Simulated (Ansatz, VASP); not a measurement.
**Fe in VASP and in Ansatz**

```xyz
1
Lattice="-1.3929 1.3929 1.3929 1.3929 -1.3929 1.3929 1.3929 1.3929 -1.3929" Properties=species:S:1:pos:R:3 pbc="T T T"
Fe    0.0000    0.0000    0.0000
```

Alike in both runs: functional PBEsol; k mesh 20 × 20 × 20; occupations gaussian, width 0.1 eV; collinear spin.

Ansatz relaxed the structure, and its values are those at the end. VASP's run is a single point on that final structure, the one shown.

|  | VASP | Ansatz |
| --- | --- | --- |
| version | VASP 6.6.1 | Ansatz 0.2.0 |
| potentials or method | VASP PAW PBE potentials, release 64 (Fe) | scalar-relativistic, plane waves, PAW |
| plane-wave cutoff (eV) | 520 | 420 |
| valence electrons in the cell | 8 | 16 |

|  | VASP | Ansatz | Ansatz less VASP |
| --- | --- | --- | --- |
| gap on the k mesh at the Fermi level (eV) | none | none | - |
| pressure (GPa) | -0.2 | 0.0 | +0.17 |
| net moment per atom (μB) | 2.09 | 2.08 | -0.010 |
| size of the moment on the site where the two differ most (μB) | 2.07 | 2.11 | +0.034 |

Site moments also hang on the region over which each program counts them. A gap of «none» marks a metal or a gap that the smearing closes. The two sets of potentials don't hold the same shells in valence.

Caveats: the PAW data sets were made with another functional, which shifts forces and pressure a little (VASP).
